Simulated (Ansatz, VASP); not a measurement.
## Two plane-wave programs on Co

```
CELL_PARAMETERS angstrom
2.25543 0.00000 0.00000
0.00000 2.25543 0.00000
0.00000 0.00000 2.25543
ATOMIC_POSITIONS crystal
Co 0.00000 0.00000 0.00000
```

Alike in both runs: functional LDA; k mesh 17 × 17 × 17; occupations fermi-dirac, width 0.05 eV; collinear spin.

Ansatz relaxed the structure, and its values are those at the end. VASP's run is a single point on that final structure, the one shown.

|  | VASP | Ansatz |
| --- | --- | --- |
| version | VASP 6.6.1 | Ansatz 0.2.0 |
| potentials or method | VASP PAW LDA potentials, release 64 (Co) | PAW with Ansatz's default frozen-core files, scalar-relativistic |
| plane-wave cutoff (eV) | 520 | 420 |
| valence electrons in the cell | 9 | 17 |

Ansatz gave:

```
pressure (GPa)                                                : 0.0
net moment per atom (μB)                                      : 1.54
size of the moment on the site where the two differ most (μB) : 1.52
```

Task: Which values does VASP return?

Result: Pressure (GPa): -1.7; net moment per atom (μB): 1.47; size of the moment on the site where the two differ most (μB): 1.46.

Site moments also hang on the region over which each program counts them. The two sets of potentials don't hold the same shells in valence.
